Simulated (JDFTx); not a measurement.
The system is Sc.

```xyz
1
Lattice="0.0000 2.2600 2.2600 2.2600 0.0000 2.2600 2.2600 2.2600 0.0000" Properties=species:S:1:pos:R:3 pbc="T T T"
Sc    0.0000    0.0000    0.0000
```

This isn't the form of Sc at room conditions, which is hcp.

- Program: JDFTx 1.7.0 (patched build)
- Task: single point
- Functional: PBE
- Potentials or basis: PseudoDojo-SR-PBE-0.5-standard
- Cutoff: 1061 eV
- Density cutoff: 4245 eV
- k mesh: 10 × 10 × 10
- Occupations: fermi-dirac, width 0.05 eV
- Spin: no spin polarisation

On this cell: pressure 3.8 GPa; band gap on the k mesh none (metal or under the smearing width).

The same run follows on a disturbed copy (cell strained at random at fixed volume):

```
CELL_PARAMETERS angstrom
-0.01168 2.25030 2.29529
2.24844 -0.02351 2.30712
2.21212 2.22582 0.01281
ATOMIC_POSITIONS crystal
Sc 0.99182 0.00078 0.99550
```

Q: What changes?

A: The energy (extrapolated to zero smearing) moves by +2.5 meV/atom; pressure 3.8 GPa; band gap on the k mesh none (metal or under the smearing width).

Stress tensor (GPa, compression positive):
```
 4.08  0.90 -0.42
 0.90  3.95 -0.01
-0.42 -0.01  3.43
```
